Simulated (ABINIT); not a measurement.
# Worked example: self-consistent single point of LaAlO₃ (Pm-3m, 5 atoms in the cell) in ABINIT

Computed with PBE, PAW (JTH v2.0 PBE PAW) (plane waves; ABINIT 10.0.3).

This input was run:

```
# LaAlO3, JTH v2.0 PBE PAW
pp_dirpath "./"
pseudos "La.GGA_PBE-JTH.xml, Al.GGA_PBE-JTH.xml, O.GGA_PBE-JTH.xml"
acell 3*1.0
rprim
         7.3060118999    0.0000000000    0.0000000000
         0.0000000000    7.3060118999    0.0000000000
         0.0000000000    0.0000000000    7.3060118999
natom 5
ntypat 3
znucl 57 13 8
typat 1 2 3 3 3
xred
         0.5000000000    0.5000000000    0.5000000000
         0.0000000000    0.0000000000    0.0000000000
         0.0000000000    0.5000000000    0.0000000000
         0.5000000000    0.0000000000    0.0000000000
         0.0000000000    0.0000000000    0.5000000000
ecut 26
pawecutdg 52
pawxcdev 0
occopt 1
nband 18
kptopt 1
ngkpt 6 6 6
nshiftk 1
shiftk 0 0 0
nstep 60
tolvrs 1.0e-10
diemac 4
prtwf 0
prtden 0
enunit 2
```

Output, abridged:

```
 Symmetries : space group Pm -3 m (#221); Bravais cP (primitive cubic)

 -outvars: echo values of preprocessed input variables --------
            acell      1.0000000000E+00  1.0000000000E+00  1.0000000000E+00 Bohr
           diemac      4.00000000E+00
             ecut      2.60000000E+01 Hartree
           enunit           2
              ixc     -101130
         kptrlatt        6    0    0      0    6    0      0    0    6
          kptrlen      4.38360714E+01
            natom           5
            nband          18
            ngfft          36      36      36
          ngfftdg          48      48      48
             nkpt          20
            nstep          60
             nsym          48
           ntypat           3
        pawecutdg      5.20000000E+01 Hartree
         pawxcdev           0
            rprim      7.3060118999E+00  0.0000000000E+00  0.0000000000E+00
                       0.0000000000E+00  7.3060118999E+00  0.0000000000E+00
                       0.0000000000E+00  0.0000000000E+00  7.3060118999E+00
          spgroup         221
           tolvrs      1.00000000E-10
            typat      1  2  3  3  3
           useylm           1
             xred      5.0000000000E-01  5.0000000000E-01  5.0000000000E-01
                       0.0000000000E+00  0.0000000000E+00  0.0000000000E+00
                       0.0000000000E+00  5.0000000000E-01  0.0000000000E+00
                       5.0000000000E-01  0.0000000000E+00  0.0000000000E+00
                       0.0000000000E+00  0.0000000000E+00  5.0000000000E-01
            znucl       57.00000   13.00000    8.00000

== DATASET  1 ==================================================================

 Real(R)+Recip(G) space primitive vectors, cartesian coordinates (Bohr,Bohr^-1):
 R(1)=  7.3060119  0.0000000  0.0000000  G(1)=  0.1368736  0.0000000  0.0000000
 R(2)=  0.0000000  7.3060119  0.0000000  G(2)=  0.0000000  0.1368736  0.0000000
 R(3)=  0.0000000  0.0000000  7.3060119  G(3)=  0.0000000  0.0000000  0.1368736
 Unit cell volume ucvol=  3.8997891E+02 bohr^3
 Angles (23,13,12)=  9.00000000E+01  9.00000000E+01  9.00000000E+01 degrees

 Coarse grid specifications (used for wave-functions):

 getcut: wavevector=  0.0000  0.0000  0.0000  ngfft=  36  36  36
         ecut(hartree)=     26.000   => boxcut(ratio)=   2.14669

 Fine grid specifications (used for densities):

 getcut: wavevector=  0.0000  0.0000  0.0000  ngfft=  48  48  48
         ecut(hartree)=     52.000   => boxcut(ratio)=   2.02392

   2.35755022E+03                                ecore*ucvol(ha*bohr**3)

_setup2: Arith. and geom. avg. npw (full set) are    2470.856    2470.827

--- !BeginCycle
solver: {iscf: 17, nstep: 60, nline: 4, wfoptalg: 10, }
tolerances: {tolvrs: 1.00E-10, }
...

     iter   Etot(hartree)      deltaE(h)  residm     nres2
 ETOT  1  -82.166706179936    -8.217E+01 5.716E-01 1.640E+01
 ETOT  2  -82.987023630891    -8.203E-01 8.677E-02 9.602E+00
 ETOT  3  -82.931370488746     5.565E-02 1.949E-02 3.400E+00
 ETOT  4  -82.930947401529     4.231E-04 1.150E-02 7.411E-01
 ETOT  5  -82.928582018170     2.365E-03 4.040E-02 5.667E-01
 ETOT  6  -82.927027540415     1.554E-03 1.260E-03 8.795E-03
   [... 3 lines left out ...]
 ETOT 10  -82.927052135155    -9.659E-08 2.897E-04 1.557E-06
 ETOT 11  -82.927052135611    -4.553E-10 5.116E-04 2.369E-07
 ETOT 12  -82.927052135665    -5.403E-11 1.887E-04 2.810E-08
 ETOT 13  -82.927052135610     5.429E-11 1.989E-04 1.381E-09
 ETOT 14  -82.927052135611    -5.969E-13 6.700E-05 5.535E-11

 At SCF step   14       nres2   =  5.54E-11 < tolvrs=  1.00E-10 =>converged.

 Cartesian components of stress tensor (hartree/bohr^3)
  sigma(1 1)=  2.52223490E-04  sigma(3 2)=  0.00000000E+00
  sigma(2 2)=  2.52223490E-04  sigma(3 1)=  0.00000000E+00
  sigma(3 3)=  2.52223490E-04  sigma(2 1)=  0.00000000E+00

 ----iterations are completed or convergence reached----

 reduced coordinates (array xred) for    5 atoms
       0.500000000000      0.500000000000      0.500000000000
       0.000000000000      0.000000000000      0.000000000000
       0.000000000000      0.500000000000      0.000000000000
       0.500000000000      0.000000000000      0.000000000000
       0.000000000000      0.000000000000      0.500000000000
 cartesian forces (eV/Angstrom) at end:
    1     -0.00000000000000    -0.00000000000000    -0.00000000000000
    2     -0.00000000000000    -0.00000000000000    -0.00000000000000
    3     -0.00000000000000    -0.00000000000000    -0.00000000000000
    4     -0.00000000000000    -0.00000000000000    -0.00000000000000
    5     -0.00000000000000    -0.00000000000000    -0.00000000000000
 frms,max,avg= 0.0000000E+00 0.0000000E+00   0.000E+00  0.000E+00  0.000E+00 e/A
 length scales=  1.000000000000  1.000000000000  1.000000000000 bohr
              =  0.529177208590  0.529177208590  0.529177208590 angstroms
 Fermi (or HOMO) energy (hartree) =   0.20454   Average Vxc (hartree)=  -0.42562
 Eigenvalues (hartree) for nkpt=  20  k points:
 kpt#   1, nband= 18, wtk=  0.00463, kpt=  0.0000  0.0000  0.0000 (reduced coord)
  -0.92345   -0.45147   -0.38159   -0.38159   -0.31797   -0.31797   -0.31797    0.04877
   0.04877    0.04877    0.15604    0.15604    0.15604    0.19815    0.19815    0.19815
   0.32959    0.32959
 prteigrs : prtvol=0 or 1, do not print more k-points.

 Fermi (or HOMO) energy (eV) =   5.56580   Average Vxc (eV)= -11.58176
 Eigenvalues (   eV  ) for nkpt=  20  k points:
 kpt#   1, nband= 18, wtk=  0.00463, kpt=  0.0000  0.0000  0.0000 (reduced coord)
 -25.12842  -12.28509  -10.38355  -10.38355   -8.65237   -8.65237   -8.65237    1.32697
   1.32697    1.32697    4.24595    4.24595    4.24595    5.39188    5.39188    5.39188
   8.96851    8.96851
 prteigrs : prtvol=0 or 1, do not print more k-points.

--- !EnergyTerms
comment             : Components of total free energy in Hartree
kinetic             :  3.37627279334937E+01
hartree             :  1.41251298338639E+01
xc                  : -2.06066246783641E+01
Ewald energy        : -7.49429685703013E+01
psp_core            :  6.04532740989105E+00
local_psp           : -4.65641717276720E+01
spherical_terms     :  5.25352922915611E+00
total_energy        : -8.29270505699326E+01
total_energy_eV     : -2.25655980543607E+03
...

-Cartesian components of stress tensor (GPa)         [Pressure= -7.4207E+00 GPa]
- sigma(1 1)=  7.42067002E+00  sigma(3 2)=  0.00000000E+00
- sigma(2 2)=  7.42067002E+00  sigma(3 1)=  0.00000000E+00
- sigma(3 3)=  7.42067002E+00  sigma(2 1)=  0.00000000E+00

 Calculation completed.
```

The run converged in 14 iterations.

The starting cell comes from a database of computed structures (which also holds hypothetical and non-ambient phases and stackings), without a prior relaxation at this level. Its lattice was rescaled by a random factor within 2.5 % of one. With a pressure of about -7 GPa the cell is away from its equilibrium volume at this level.

Cost on one core of a shared machine: roughly 70 s.
